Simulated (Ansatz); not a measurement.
**TiO2 at several levels of theory**

One geometry, relaxed with PBE, and single points on it; plane waves with PAW potentials in Ansatz, scalar-relativistic unless the row names spin-orbit coupling. Collinear spin, which adds to the cost, in r2SCAN, PBE+U (no moment survived); no spin polarisation in PBE, PBEsol. +U rows take U_eff Ti 4.00 eV on the d shells. Meshes are on the primitive cell of 12 atoms. Gaps are the least over mesh and band path; pressure is positive in compression. Smearing is Gaussian, 0.02 eV.

```
CELL_PARAMETERS angstrom
4.57858 0.00000 0.00000
0.00000 5.57325 0.00000
0.00000 0.00000 4.92401
ATOMIC_POSITIONS crystal
Ti 0.00000 0.17728 0.25000
Ti 0.50000 0.32272 0.75000
Ti 0.00000 0.82272 0.75000
Ti 0.50000 0.67728 0.25000
O 0.27113 0.38051 0.41901
O 0.22887 0.11949 0.91901
O 0.77113 0.11949 0.58099
O 0.72887 0.38051 0.08099
O 0.72887 0.61949 0.58099
O 0.77113 0.88051 0.08099
O 0.22887 0.88051 0.41901
O 0.27113 0.61949 0.91901
```

```
level cutoff (eV) k mesh gap (eV) pressure (GPa) rough cost with bands (core-min)
  PBE          420   6×4×6      2.62             0.0                                 3
```

**Question.** What do r2SCAN, PBE+U, PBEsol give on the same cell?

**Answer.**
| level | cutoff (eV) | k mesh | gap (eV) | pressure (GPa) | rough cost with bands (core-min) |
| --- | --- | --- | --- | --- | --- |
| r2SCAN | 500 | 6×4×6 | 2.99 | -5.3 | 14 |
| PBE+U | 420 | 6×4×6 | 3.03 | 3.5 | 8 |
| PBEsol | 420 | 6×4×6 | 2.59 | -6.9 | 3 |

This form isn't the usual stable structure of the compound.